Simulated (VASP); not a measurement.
**Shielding tensors and field gradients of MgO**

Aim: NMR shielding tensors and field gradients of MgO. The cell has space group P6_3/mmc, a computed entry that need not be the common form of this compound. The start is a computed cell from the Materials Project.

Calculated with VASP 6.6.1; r2SCAN; plane waves and PAW (Mg, O), in the first sound run; inputs show where later runs differ.

## (1) Starting point

Symmetry: P6_3/mmc, No. 194, hexagonal system. Conventional cell: a = 3.486 Å, b = 3.486 Å, c = 4.178 Å, α = 90.00°, β = 90.00°, γ = 120.00°. Nearest to Mg lie 5 O at 2.01 to 2.09 Å. O has 5 Mg at 2.01 to 2.09 Å nearest. Farther neighbours and most contacts between anions are not listed.

Coordinates:

```
Mg O
1.0
     3.48638    0.00000    0.00000
    -1.74319    3.01929    0.00000
     0.00000    0.00000    4.17804
Mg O
2 2
Direct
  0.33333 0.66667 0.25000
  0.66667 0.33333 0.75000
  0.33333 0.66667 0.75000
  0.66667 0.33333 0.25000
```

## (2) Relaxation

The atoms are relaxed first inside the given cell, which is kept (ISIF = 2), since values at the nuclei depend on the positions.

Input file INCAR:

```
SYSTEM = MgO
PREC = Accurate
ENCUT = 520
EDIFF = 1E-06
NELM = 100
ISMEAR = 0
SIGMA = 0.05
LREAL = .FALSE.
ALGO = Normal
METAGGA = R2SCAN
LASPH = .TRUE.
NBANDS = 14
LWAVE = .FALSE.
LCHARG = .FALSE.
KPAR = 2
IBRION = 2
NSW = 60
ISIF = 2
EDIFFG = -0.01
```

Input file POSCAR:

```
MgO
1.0
    3.4863778627      0.0000000000      0.0000000000
   -1.7431889314      3.0192917963      0.0000000000
    0.0000000000      0.0000000000      4.1780412200
Mg O
2 2
Direct
    0.3333333333      0.6666666667      0.2500000000
    0.6666666667      0.3333333333      0.7500000000
    0.3333333333      0.6666666667      0.7500000000
    0.6666666667      0.3333333333      0.2500000000
```

Input file KPOINTS:

```
Automatic mesh
0
Gamma
7 7 5
0 0 0
```

PAW data sets: Mg and O (PBE family, release 64).

The run is started by

```console
$ mpirun -np 2 vasp_std
```

Output:

```text
[banner, memory and clock lines left out]
running    2 mpi-ranks, on    1 nodes
 distrk:  each k-point on    1 cores,    2 groups
 distr:  one band on    1 cores,    1 groups

 POSCAR found type information on POSCAR MgO
 POSCAR found :  2 types and       4 ions
|                                                                             |
|               ----> ADVICE to this user running VASP <----                  |
|                                                                             |
|     You enforced a specific xc type in the INCAR file but a different       |
|     [... a line on the potential file left out ...]
|     I HOPE YOU KNOW WHAT YOU ARE DOING!                                     |
|                                                                             |

 LDA part: xc-table for (None), standard interpolation
 POSCAR, INCAR and KPOINTS ok, starting setup
 FFT: planning ... GRIDC
 FFT: planning ... GRID_SOFT
 FFT: planning ... GRID
 WAVECAR not read
 entering main loop
       N       E                     dE             d eps       ncg     rms          rms(c)
DAV:   1     0.628369394713E+02    0.62837E+02   -0.82289E+03   672   0.107E+03
DAV:   2    -0.353251166017E+02   -0.98162E+02   -0.87199E+02   904   0.224E+02
DAV:   3    -0.404525548715E+02   -0.51274E+01   -0.50913E+01   876   0.546E+01
DAV:   4    -0.404830580693E+02   -0.30503E-01   -0.30501E-01   768   0.471E+00
DAV:   5    -0.404832120354E+02   -0.15397E-03   -0.15396E-03   882   0.343E-01    0.106E+01
DAV:   6    -0.318243732700E+02    0.86588E+01   -0.79729E+00   714   0.222E+01    0.297E+00
DAV:   7    -0.320459545763E+02   -0.22158E+00   -0.54414E-01   834   0.546E+00    0.225E+00
DAV:   8    -0.320826715603E+02   -0.36717E-01   -0.16703E-01   702   0.473E+00    0.926E-01
DAV:   9    -0.320713370636E+02    0.11334E-01   -0.78460E-02   822   0.254E+00    0.361E-01
DAV:  10    -0.320699295558E+02    0.14075E-02   -0.81545E-03   720   0.841E-01    0.303E-02
DAV:  11    -0.320699432144E+02   -0.13659E-04   -0.22453E-04   774   0.143E-01    0.411E-03
DAV:  12    -0.320699470585E+02   -0.38441E-05   -0.11661E-05   846   0.272E-02    0.108E-02
DAV:  13    -0.320699444218E+02    0.26367E-05   -0.97322E-06   822   0.262E-02    0.246E-03
DAV:  14    -0.320699438657E+02    0.55608E-06   -0.32075E-07   444   0.511E-03
   1 F= -.32069944E+02 E0= -.32069944E+02  d E =-.320699E+02
 curvature:   0.00 expect dE= 0.000E+00 dE for cont linesearch  0.000E+00
 trial: gam= 0.00000 g(F)=  0.106E-44 g(S)=  0.000E+00 ort = 0.000E+00 (trialstep = 0.100E+01)
 search vector abs. value=  0.100E-09
 reached required accuracy - stopping structural energy minimisation
```

Elapsed: 21 s, on 2 MPI ranks of Intel Xeon 6975P-C (Granite Rapids), shared host; peak memory 0.32 GiB; 37 s of CPU time.

The logs omit lines about the potential files and the build; timing stands in the text.

Parts of OUTCAR (step 2):

```text
ion  position               nearest neighbor table
   1  0.333  0.667  0.250-   4 2.01   4 2.01   4 2.01   3 2.09   3 2.09   2 2.90   2 2.90   2 2.90
                             2 2.90   2 2.90   2 2.90
   2  0.667  0.333  0.750-   3 2.01   3 2.01   3 2.01   4 2.09   4 2.09   1 2.90   1 2.90   1 2.90
                             1 2.90   1 2.90   1 2.90
   3  0.333  0.667  0.750-   2 2.01   2 2.01   2 2.01   1 2.09   1 2.09
   4  0.667  0.333  0.250-   1 2.01   1 2.01   1 2.01   2 2.09   2 2.09

  LATTYP: Found a hexagonal cell.
 ALAT       =     3.4863778627
 C/A-ratio  =     1.1983902447

 Subroutine GETGRP returns: Found 24 space group operations
 (whereof 12 operations were pure point group operations)

The static configuration has the point symmetry D_3d.
 The point group associated with its full space group is D_6h.

 Found     24 irreducible k-points:

   k-points           NKPTS =     24   k-points in BZ     NKDIM =     24   number of bands    NBANDS=     14

   dimension x,y,z NGX =    28 NGY =   28 NGZ =   32
   dimension x,y,z NGXF=    56 NGYF=   56 NGZF=   64

   ENCUT  =  520.0 eV  38.22 Ry    6.18 a.u.   6.48  6.48  7.77*2*pi/ulx,y,z

   NELECT =      16.0000    total number of electrons

 k-points in reciprocal lattice and weights: Automatic mesh
   0.00000000  0.00000000  0.00000000       0.004
   0.14285714  0.00000000  0.00000000       0.024
   0.28571429  0.00000000  0.00000000       0.024
   0.42857143  0.00000000  0.00000000       0.024
   0.14285714  0.14285714  0.00000000       0.024
   0.28571429  0.14285714  0.00000000       0.049
   0.42857143  0.14285714  0.00000000       0.024
   0.28571429  0.28571429  0.00000000       0.024
   0.00000000  0.00000000  0.20000000       0.008
[...]
0.42857143  0.14285714  0.40000000       0.049
   0.28571429  0.28571429  0.40000000       0.049

 average (electrostatic) potential at core
       1 -39.4222       2 -39.4222       3 -74.5253       4 -74.5253

 E-fermi :   1.8962

 k-point     1 :       0.0000    0.0000    0.0000
  band No.  band energies     occupation
    ...
      4      -0.1736      2.00000
      5      -0.1736      2.00000
      6       0.7635      2.00000
      7       0.7635      2.00000
      8       1.5942      2.00000
      9       5.6787      0.00000
     10      11.9910      0.00000
     11      14.7868      0.00000
     12      15.0520      0.00000
     13      15.0520      0.00000
    ...

 k-point     2 :       0.1429    0.0000    0.0000
  band No.  band energies     occupation
    ...
      4      -0.4921      2.00000
      5      -0.3246      2.00000
      6       0.3558      2.00000
      7       0.8539      2.00000
      8       1.4287      2.00000
      9       6.4891      0.00000
     10      12.5123      0.00000
     11      13.9971      0.00000
     12      14.3527      0.00000
     13      15.4422      0.00000
    ...

 k-point     3 :       0.2857    0.0000    0.0000
  band No.  band energies     occupation
    ...
      4      -1.2963      2.00000
      5      -0.5896      2.00000
      6      -0.1053      2.00000
      7       0.9768      2.00000
      8       0.9840      2.00000
      9       8.0230      0.00000
     10      12.3809      0.00000
     11      13.2079      0.00000
     12      14.0342      0.00000
     13      16.2226      0.00000
    ...

  Total       -0.2054292     -0.2054292     -0.1619013      0.0000000     -0.0000000      0.0000000
  in kB       -7.4837700     -7.4837700     -5.8980545      0.0000000     -0.0000000      0.0000000
  external PRESSURE =      -6.9551981 kB  Pullay stress =       0.0000000 kB

  energy-cutoff  :      520.00
  volume of cell :       43.98
      direct lattice vectors                 reciprocal lattice vectors
     3.486377863  0.000000000  0.000000000     0.286830642  0.165601748  0.000000000
    -1.743188931  3.019291796  0.000000000     0.000000000  0.331203497  0.000000000
     0.000000000  0.000000000  4.178041220     0.000000000  0.000000000  0.239346609

 POSITION                                       TOTAL-FORCE (eV/Angst)
 -----------------------------------------------------------------------------------
     -0.00000      2.01286      1.04451         0.000000      0.000000     -0.000000
      1.74319      1.00643      3.13353        -0.000000     -0.000000     -0.000000
     -0.00000      2.01286      3.13353        -0.000000      0.000000      0.000000
      1.74319      1.00643      1.04451        -0.000000      0.000000      0.000000
 -----------------------------------------------------------------------------------
    total drift:                               -0.000000      0.000000     -0.000000

  FREE ENERGIE OF THE ION-ELECTRON SYSTEM (eV)
  ---------------------------------------------------
  free  energy   TOTEN  =       -32.0699438657 eV

  energy  without entropy=      -32.0699438657  energy(sigma->0) =      -32.06994387

 reached required accuracy - stopping structural energy minimisation

[... 3 further parts left out ...]
```

The PAW data sets were made with PBE, which is usual practice but a small mismatch for other functionals. The run keeps the 24 symmetry operations of its start, so it cannot find a distortion of lower symmetry.

The forces vanish from the start, and no atom moves.

This step gave:

```yaml
free_energy_toten: -32.07 eV
fermi_energy: 1.896 eV
pressure: -0.6955 GPa
```

The forces stay under 1e-4 eV/Å.

## (3) Ground state

This step: LDA; plane waves and PAW (Mg, O) (VASP 6.6.1).

A ground-state run shows first whether the cell has a gap, which the next steps need; its size sets how fine their mesh has to be.

Input file INCAR:

```
SYSTEM = MgO
PREC = Accurate
ENCUT = 520
EDIFF = 1E-07
NELM = 100
ISMEAR = 0
SIGMA = 0.01
LREAL = .FALSE.
ALGO = Normal
GGA = CA
NBANDS = 14
LORBIT = 11
LWAVE = .FALSE.
LCHARG = .FALSE.
KPAR = 2
```

POSCAR is that of step 2.

Input file KPOINTS:

```
Automatic mesh
0
Gamma
7 7 6
0 0 0
```

The run is started by

```console
$ mpirun -np 2 vasp_std
```

Output:

```text
[banner, memory and clock lines left out]
running    2 mpi-ranks, on    1 nodes
 distrk:  each k-point on    1 cores,    2 groups
 distr:  one band on    1 cores,    1 groups

 POSCAR found type information on POSCAR MgO
 POSCAR found :  2 types and       4 ions
 [... a notice as in an earlier step ...]

 LDA part: xc-table for (Slater(with rela. corr.)+CA(PZ))
 , standard interpolation
 POSCAR, INCAR and KPOINTS ok, starting setup
 FFT: planning ... GRIDC
 FFT: planning ... GRID_SOFT
 FFT: planning ... GRID
 WAVECAR not read
 entering main loop
       N       E                     dE             d eps       ncg     rms          rms(c)
DAV:   1     0.625470827921E+02    0.62547E+02   -0.77491E+03   904   0.102E+03
DAV:   2    -0.254601820138E+02   -0.88007E+02   -0.78716E+02  1190   0.213E+02
DAV:   3    -0.299892408532E+02   -0.45291E+01   -0.45060E+01  1100   0.512E+01
DAV:   4    -0.300118243178E+02   -0.22583E-01   -0.22580E-01  1052   0.415E+00
DAV:   5    -0.300119510098E+02   -0.12669E-03   -0.12668E-03  1124   0.304E-01    0.104E+01
DAV:   6    -0.264735565663E+02    0.35384E+01   -0.11056E+01  1004   0.267E+01    0.354E+00
DAV:   7    -0.263707556288E+02    0.10280E+00   -0.25482E-01   974   0.390E+00    0.204E+00
DAV:   8    -0.263064032501E+02    0.64352E-01   -0.12088E-01  1046   0.370E+00    0.517E-01
DAV:   9    -0.263032893165E+02    0.31139E-02   -0.15546E-02  1100   0.110E+00    0.120E-01
DAV:  10    -0.263033139571E+02   -0.24641E-04   -0.65067E-04   956   0.236E-01    0.169E-02
DAV:  11    -0.263033095340E+02    0.44230E-05   -0.30200E-05  1154   0.454E-02    0.876E-03
DAV:  12    -0.263033095992E+02   -0.65127E-07   -0.73070E-07   974   0.664E-03
   1 F= -.26303310E+02 E0= -.26303310E+02  d E =-.234712E-27
```

Elapsed: 7.2 s, on 2 MPI ranks; peak memory 0.28 GiB.

From OUTCAR (step 3):

```text
 Found     32 irreducible k-points:

   k-points           NKPTS =     32   k-points in BZ     NKDIM =     32   number of bands    NBANDS=     14

   NELECT =      16.0000    total number of electrons

 E-fermi :   1.7056

 k-point     1 :       0.0000    0.0000    0.0000
  band No.  band energies     occupation
    ...
      4      -0.1263      2.00000
      5      -0.1263      2.00000
      6       0.8202      2.00000
      7       0.8202      2.00000
      8       1.6330      2.00000
      9       4.9747      0.00000
     10      10.8972      0.00000
     11      13.7040      0.00000
     12      13.9133      0.00000
     13      13.9133      0.00000
    ...

 k-point     2 :       0.1429    0.0000    0.0000
  band No.  band energies     occupation
    ...
      4      -0.4610      2.00000
      5      -0.2788      2.00000
      6       0.3763      2.00000
      7       0.9093      2.00000
      8       1.4658      2.00000
      9       5.7994      0.00000
     10      11.4067      0.00000
     11      12.8825      0.00000
     12      13.3099      0.00000
     13      14.2850      0.00000
    ...

  Total       -1.0035605     -1.0035605     -1.1099077      0.0000000     -0.0000000      0.0000000
  in kB      -36.5596367    -36.5596367    -40.4338594      0.0000000     -0.0000000      0.0000000
  external PRESSURE =     -37.8510443 kB  Pullay stress =       0.0000000 kB

 POSITION                                       TOTAL-FORCE (eV/Angst)
 -----------------------------------------------------------------------------------
     -0.00000      2.01286      1.04451        -0.000000     -0.000000     -0.000000
      1.74319      1.00643      3.13353        -0.000000      0.000000     -0.000000
     -0.00000      2.01286      3.13353         0.000000      0.000000      0.000000
      1.74319      1.00643      1.04451        -0.000000     -0.000000      0.000000
 -----------------------------------------------------------------------------------
    total drift:                               -0.000000      0.000000     -0.000000

  FREE ENERGIE OF THE ION-ELECTRON SYSTEM (eV)
  ---------------------------------------------------
  free  energy   TOTEN  =       -26.3033095992 eV

  energy  without entropy=      -26.3033095992  energy(sigma->0) =      -26.30330960

 total charge
# of ion       s       p       d       tot
------------------------------------------
    1        0.161   0.191   0.084   0.437
    2        0.161   0.191   0.084   0.437
    3        1.531   3.533   0.000   5.064
    4        1.531   3.533   0.000   5.064
--------------------------------------------------
tot          3.385   7.447   0.168  11.000

[... 7 parts as in an earlier step ...]

[... 6 further parts left out ...]
```

The gap is read on the k-mesh alone, so it is an upper bound where the band edges lie off the mesh. The PAW data sets were made with PBE, though LDA sets exist; this is a small mismatch.

Numbers from this step:

| Item | Value |
| --- | --- |
| free energy (TOTEN) | -26.30 eV |
| Fermi energy | 1.706 eV |
| pressure | -3.785 GPa |
| gap on the k-mesh | 3.342 eV |
| least direct gap on the k-mesh | 3.342 eV |

The cell has a gap of 3.34 eV on this mesh and a pressure of -3.8 GPa, which holds the misfit of the given cell and coordinates with this functional, and any error of cutoff, mesh and data sets.

(Continued in part 2 of 5.)

[Lines on the potential files, build, host, timing and source positions are cut from VASP's logs without a mark.]

[Logs are printed without paths, hosts, clocks, repeated set-up lines and the standing remarks that a program may print on its own settings, such as how far it seeks lower states.]

[Hosts, paths, dates, database ids (printed as entryN), source tags and the programs' standing remarks are cut or masked in the printed files.]
